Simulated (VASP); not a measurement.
Bi, 1 atom in the cell. The structure is cubic, space group Pm-3m (No. 221). Conventional cell: a = 3.278 Å, b = 3.278 Å, c = 3.278 Å, α = 90.00°, β = 90.00°, γ = 90.00°. Around Bi (site symmetry m-3m) lie 6 Bi at 3.28 Å. The cell was built by a generator and needn't be a form met in nature.

* Program: VASP 6.6.1
* Task: relaxation of cell and atoms
* Functional: PBE
* Potentials or basis: VASP PAW PBE potentials, release 64 (Bi_d)
* Cutoff: 600 eV
* k mesh: 16 × 16 × 16
* Occupations: gaussian, width 0.1 eV
* Spin: no spin polarisation
* Dipole correction: no
* Further INCAR settings: ALGO = Normal; EDIFF = 1e-06; IBRION = 2; EDIFFG = -0.01; NSW = 100; ISIF = 3

Potentials or basis: VASP PAW PBE potentials, release 64 (Bi_d).

Run with:

```bash
$ cat potpaw_PBE.64/Bi_d/POTCAR > POTCAR
$ mpirun -np 1 vasp_std > vasp.out
```

Hardware: 1 thread of AMD EPYC 9R45 (Zen 5), with other jobs on the host.

Task: How long does it take, and how much memory?

Result: Wall time 67 s on 1 thread of AMD EPYC 9R45 (Zen 5) (shared host), peak memory 0.18 GiB. Counts: scf iterations 26, k points 165, ion steps 4.
